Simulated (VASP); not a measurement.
# MgS (Fm-3m) in VASP: notebook, part 2 of 2

VASP 6.6.1. The steps go on from the part before.

### 3 Band structure, PBE, non-collinear spin, zero start, spin-orbit coupling

Input file INCAR:

```
PREC = Accurate ; ENCUT = 520
EDIFF = 1E-6 ; ISMEAR = 0
SIGMA = 0.02 ; LREAL = False
LASPH = True ; NELM = 80
ALGO = Normal ; ISIF = 2
LWAVE = False ; LCHARG = False
MAGMOM = 0 0 0 0 0 0 ; LORBIT = 11
LSORBIT = True ; GGA_COMPAT = False
GGA = PE ; KPAR = 4
```

Input file KPOINTS:

```
Automatic mesh
0
Gamma
  10 10 10
```

Input file POSCAR:

```
MgS                                     
1.0
    0.0000000000      2.6116204705      2.6116204705
    2.6116204705      0.0000000000      2.6116204705
    2.6116204705      2.6116204705     -0.0000000000
  Mg              S             
     1     1
Direct
     0.0000000000000000    0.0000000000000000    0.0000000000000000
     0.5000000000000000    0.5000000000000000    0.5000000000000000
```

Input file KPOINTS_OPT:

```
path GXWKGLUWLK,UX
20
line-mode
reciprocal
 0.0000000000  0.0000000000  0.0000000000  G
 0.5000000000  0.0000000000  0.5000000000  X

 0.5000000000  0.0000000000  0.5000000000  X
 0.5000000000  0.2500000000  0.7500000000  W

 0.5000000000  0.2500000000  0.7500000000  W
 0.3750000000  0.3750000000  0.7500000000  K

 0.3750000000  0.3750000000  0.7500000000  K
 0.0000000000  0.0000000000  0.0000000000  G

 0.0000000000  0.0000000000  0.0000000000  G
 0.5000000000  0.5000000000  0.5000000000  L

 0.5000000000  0.5000000000  0.5000000000  L
 0.6250000000  0.2500000000  0.6250000000  U

 0.6250000000  0.2500000000  0.6250000000  U
 0.5000000000  0.2500000000  0.7500000000  W

 0.5000000000  0.2500000000  0.7500000000  W
 0.5000000000  0.5000000000  0.5000000000  L

 0.5000000000  0.5000000000  0.5000000000  L
 0.3750000000  0.3750000000  0.7500000000  K

 0.6250000000  0.2500000000  0.6250000000  U
 0.5000000000  0.0000000000  0.5000000000  X
```

Potentials or basis: VASP PAW PBE potentials, release 64 (Mg, S).

The run is started by

```
cat potpaw_PBE.64/Mg/POTCAR potpaw_PBE.64/S/POTCAR > POTCAR
mpirun -np 4 vasp_ncl > vasp.out
```

OUTCAR:

```text
PREC = Accurate
   ENCUT = 520
   EDIFF = 1E-6
   ISMEAR = 0
   LREAL = False
   LASPH = True
   NELM = 80
   ISIF = 2
   LORBIT = 11
   LSORBIT = True
   GGA = PE

 ion  position               nearest neighbor table
   1  0.000  0.000  0.000-   2 2.61   2 2.61   2 2.61   2 2.61   2 2.61   2 2.61
   2  0.500  0.500  0.500-   1 2.61   1 2.61   1 2.61   1 2.61   1 2.61   1 2.61

  LATTYP: Found a face centered cubic cell.
 ALAT       =     5.2232409410

  Lattice vectors:

 A1 = (   0.0000000000,   2.6116204705,   2.6116204705)
 A2 = (   2.6116204705,   0.0000000000,   2.6116204705)
 A3 = (   2.6116204705,   2.6116204705,   0.0000000000)

[... 722 lines left out ...]
 l=   3
     0.0000000     0.0000000     0.0000000     0.0000000     0.0000000     0.0000000     0.0000000
     0.0000000     0.0000000     0.0000000     0.0000000     0.0000000     0.0000000     0.0000000
     0.0000000     0.0000000     0.0000000     0.0000000     0.0000000     0.0000000     0.0000000
     0.0000000     0.0000000     0.0000000     0.0000000     0.0000000     0.0000000     0.0000000
     0.0000000     0.0000000     0.0000000     0.0000000     0.0000000     0.0000000     0.0000000
     0.0000000     0.0000000     0.0000000     0.0000000     0.0000000     0.0000000     0.0000000
     0.0000000     0.0000000     0.0000000     0.0000000     0.0000000     0.0000000     0.0000000

 total charge

# of ion       s       p       d       tot
------------------------------------------
    1        0.136   0.125   0.039   0.299
    2        1.314   2.497   0.000   3.811
--------------------------------------------------
tot          1.449   2.622   0.039   4.110

 magnetization (x)

# of ion       s       p       d       tot
------------------------------------------
    1        0.000  -0.000   0.000  -0.000
    2        0.000  -0.000   0.000  -0.000
--------------------------------------------------
tot          0.000  -0.000   0.000  -0.000

 magnetization (y)

# of ion       s       p       d       tot
------------------------------------------
    1       -0.000  -0.000  -0.000  -0.000
    2        0.000   0.000   0.000   0.000
--------------------------------------------------
tot         -0.000   0.000  -0.000   0.000

 magnetization (z)

# of ion       s       p       d       tot
------------------------------------------
    1       -0.000   0.000  -0.000  -0.000
    2        0.000  -0.000   0.000  -0.000
--------------------------------------------------
tot         -0.000  -0.000  -0.000  -0.000
```

OSZICAR:

```text
N       E                     dE             d eps       ncg     rms          rms(c)
DAV:   1     0.284374243503E+02    0.28437E+02   -0.31415E+03  1520   0.824E+02
DAV:   2    -0.652903250564E+01   -0.34966E+02   -0.31730E+02  2208   0.139E+02
DAV:   3    -0.889124498297E+01   -0.23622E+01   -0.23527E+01  2024   0.384E+01
[... 45 lines left out ...]
DAV:   8    -0.373148309382E+03   -0.10848E-06     1296
       N       E                     dE             ncg
DAV:   1     0.101184861023E+05   -0.33459E+04      384
DAV:   2     0.974000748023E+04   -0.37848E+03      504
DAV:   3     0.971680713772E+04   -0.23200E+02      560
DAV:   4     0.971657556673E+04   -0.23157E+00      568
DAV:   5     0.971657247373E+04   -0.30930E-02      504
DAV:   6     0.971657241943E+04   -0.54296E-04      560
DAV:   7     0.971657241836E+04   -0.10714E-05      480
DAV:   8     0.971657241834E+04   -0.24613E-07      464
```

It took 32 s on 4 MPI ranks of Intel Xeon 6975P-C (Granite Rapids), shared host; peak memory 0.27 GiB.

What came out:

- Free energy: -8.5041 eV
- Pressure: 0.0 GPa
- Net moment: 0.00 μB per cell
- Valence electrons inside the program's atomic spheres: Mg 0.30; S 3.81

Moments on the atoms (μB; x, y, z):
```
Mg  0.00 0.00 0.00
S   0.00 0.00 0.00
```

### 4 Band structure, HSE06

POSCAR is that of step 3.

Input file INCAR.step1:

```
PREC = Accurate ; ENCUT = 520
EDIFF = 1E-5 ; ISMEAR = 0
SIGMA = 0.02 ; LREAL = False
LASPH = True ; NELM = 80
ALGO = Normal ; ISIF = 2
LWAVE = True ; LCHARG = False
GGA = PE ; KPAR = 4
```

Input file INCAR.step2:

```
PREC = Accurate ; ENCUT = 520
EDIFF = 1E-6 ; ISMEAR = 0
SIGMA = 0.02 ; LREAL = False
LASPH = True ; NELM = 80
ALGO = Normal ; ISIF = 2
LWAVE = False ; LCHARG = False
GGA = PE ; LHFCALC = True
HFSCREEN = 0.2 ; PRECFOCK = Fast
ISTART = 1 ; KPAR = 4
```

Input file KPOINTS:

```
Automatic mesh
0
Gamma
  8 8 8
```

Edit KPOINTS_OPT of step 3 so:

```diff
@@ -1,3 +1,3 @@
 path GXWKGLUWLK,UX
-20
+12
 line-mode
```

Potentials or basis: VASP PAW PBE potentials, release 64 (Mg, S).

The run is started by

```
cat potpaw_PBE.64/Mg/POTCAR potpaw_PBE.64/S/POTCAR > POTCAR
cp INCAR.step1 INCAR
mpirun -np 4 vasp_std > vasp.out
cp INCAR.step2 INCAR
mpirun -np 4 vasp_std > vasp.out
```

OUTCAR:

```text
PREC = Accurate
   ENCUT = 520
   EDIFF = 1E-6
   ISMEAR = 0
   LREAL = False
   LASPH = True
   NELM = 80
   ISIF = 2
   GGA = PE
   LHFCALC = True
   HFSCREEN = 0.2
   PRECFOCK = Fast
   ISTART = 1

 ion  position               nearest neighbor table
   1  0.000  0.000  0.000-   2 2.61   2 2.61   2 2.61   2 2.61   2 2.61   2 2.61
   2  0.500  0.500  0.500-   1 2.61   1 2.61   1 2.61   1 2.61   1 2.61   1 2.61

  LATTYP: Found a face centered cubic cell.
 ALAT       =     5.2232409410

  Lattice vectors:

[... 459 lines left out ...]

------------------------ aborting loop because EDIFF is reached ----------------------------------------

  FORCE on cell =-STRESS in cart. coord.  units (eV):
  Direction    XX          YY          ZZ          XY          YZ          ZX
  --------------------------------------------------------------------------------------
  -------------------------------------------------------------------------------------
  Total       -0.3623136     -0.3623136     -0.3623136      0.0000000      0.0000000      0.0000000
  in kB      -16.2942733    -16.2942733    -16.2942733      0.0000000      0.0000000      0.0000000
  external PRESSURE =     -16.2942733 kB  Pullay stress =       0.0000000 kB

 VOLUME and BASIS-vectors are now :
 -----------------------------------------------------------------------------
  energy-cutoff  :      520.00
  volume of cell :       35.63
      direct lattice vectors                 reciprocal lattice vectors
     0.000000000  2.611620471  2.611620471    -0.191452014  0.191452014  0.191452014
     2.611620471  0.000000000  2.611620471     0.191452014 -0.191452014  0.191452014
     2.611620471  2.611620471  0.000000000     0.191452014  0.191452014 -0.191452014

 POSITION                                       TOTAL-FORCE (eV/Angst)
 -----------------------------------------------------------------------------------
      0.00000      0.00000      0.00000         0.000000      0.000000      0.000000
      2.61162      2.61162      2.61162        -0.000000     -0.000000     -0.000000
 -----------------------------------------------------------------------------------
    total drift:                               -0.000000     -0.000000     -0.000000

  FREE ENERGIE OF THE ION-ELECTRON SYSTEM (eV)
  ---------------------------------------------------
  free  energy   TOTEN  =        -9.9061622130 eV

  energy  without entropy=       -9.9061622130  energy(sigma->0) =       -9.90616221
```

OUTCAR.step1:

```text
PREC = Accurate
   ENCUT = 520
   EDIFF = 1E-5
   ISMEAR = 0
   LREAL = False
[... 487 lines left out ...]
      0.00000      0.00000      0.00000         0.000000     -0.000000      0.000000
      2.61162      2.61162      2.61162        -0.000000      0.000000     -0.000000
 -----------------------------------------------------------------------------------
    total drift:                                0.000000      0.000000      0.000000

  FREE ENERGIE OF THE ION-ELECTRON SYSTEM (eV)
  ---------------------------------------------------
  free  energy   TOTEN  =        -8.5030339594 eV

  energy  without entropy=       -8.5030339594  energy(sigma->0) =       -8.50303396
```

OSZICAR.step1:

```text
N       E                     dE             d eps       ncg     rms          rms(c)
DAV:   1     0.238676167680E+02    0.23868E+02   -0.38212E+03   480   0.820E+02
DAV:   2    -0.777839436072E+01   -0.31646E+02   -0.29629E+02   584   0.108E+02
DAV:   3    -0.890840250672E+01   -0.11300E+01   -0.11300E+01   616   0.270E+01
DAV:   4    -0.891332605918E+01   -0.49236E-02   -0.49236E-02   736   0.188E+00
DAV:   5    -0.891333156361E+01   -0.55044E-05   -0.55044E-05   592   0.584E-02    0.436E+00
DAV:   6    -0.854420349351E+01    0.36913E+00   -0.95874E-01   504   0.484E+00    0.343E+00
DAV:   7    -0.850320771826E+01    0.40996E-01   -0.23723E-01   624   0.259E+00    0.229E+00
DAV:   8    -0.850318505512E+01    0.22663E-04   -0.13611E-02   544   0.988E-01    0.890E-01
DAV:   9    -0.850299717611E+01    0.18788E-03   -0.55371E-04   576   0.191E-01    0.279E-01
DAV:  10    -0.850303652280E+01   -0.39347E-04   -0.15197E-04   624   0.809E-02    0.147E-02
DAV:  11    -0.850303395940E+01    0.25634E-05   -0.21299E-05   440   0.241E-02
   1 F= -.85030340E+01 E0= -.85030340E+01  d E =-.130795E-15
```

It took 8.3 min on 4 MPI ranks of Intel Xeon 6975P-C (Granite Rapids), shared host; peak memory 0.38 GiB.

What came out:

| Item | Value |
| --- | --- |
| Free energy | -9.9062 eV |
| Pressure | -1.6 GPa |
| Band gap on the k mesh | 3.74 eV, indirect (least direct gap 4.72 eV) |
| Band gap along the path | 3.74 eV, indirect (least direct gap 4.72 eV) |

Levels at the corners of the path, in eV from the valence-band top:
```tsv
point	band 2	band 3	band 4	band 5	band 6	band 7
Γ	0.00	0.00	0.00	4.72	9.13	9.13
X	-4.54	-1.82	-1.82	3.74	5.39	13.43
X	-4.54	-1.82	-1.82	3.74	5.39	13.43
W	-3.47	-3.47	-2.49	6.33	9.14	9.14
W	-3.47	-3.47	-2.49	6.33	9.14	9.14
K	-3.98	-3.40	-1.47	4.92	7.83	11.02
K	-3.98	-3.40	-1.47	4.92	7.83	11.02
Γ	0.00	0.00	0.00	4.72	9.13	9.13
Γ	0.00	0.00	0.00	4.72	9.13	9.13
L	-5.21	-0.63	-0.63	5.56	8.06	8.06
L	-5.21	-0.63	-0.63	5.56	8.06	8.06
U	-3.98	-3.40	-1.47	4.92	7.83	11.02
U	-3.98	-3.40	-1.47	4.92	7.83	11.02
W	-3.47	-3.47	-2.49	6.33	9.14	9.14
W	-3.47	-3.47	-2.49	6.33	9.14	9.14
L	-5.21	-0.63	-0.63	5.56	8.06	8.06
L	-5.21	-0.63	-0.63	5.56	8.06	8.06
K	-3.98	-3.40	-1.47	4.92	7.83	11.02
U	-3.98	-3.40	-1.47	4.92	7.83	11.02
X	-4.54	-1.82	-1.82	3.74	5.39	13.43
```

Caveat: the PAW data sets were made with another functional, which shifts forces and pressure a little.

### 5 Overview

| level | spin | k mesh | grid for exact exchange (PRECFOCK) | screening parameter | gap on the mesh (eV) | pressure (GPa) |
| --- | --- | --- | --- | --- | --- | --- |
| PBE | off | 10 × 10 × 10 | - | - | 2.75 | 0.0 |
| PBE | non-collinear, zero start, SOC | 10 × 10 × 10 | - | - | - | 0.0 |
| HSE06 | off | 8 × 8 × 8 | Fast | 0.2 1/A | 3.74 | -1.6 |

Alike in all rows: task band structure; potentials or basis VASP PAW PBE potentials, release 64 (Mg, S); cell as given; cutoff (eV) 520; smearing gaussian 0.02 eV.

The pressure there spans -1.6 GPa (HSE06) to 0.0 GPa (PBE); a positive pressure means that this level wants a larger cell, a negative one a smaller.

Caveats: the PAW data sets were made with another functional, which shifts forces and pressure a little (some runs).

Absolute energies hang on the potentials; compare differences alone.
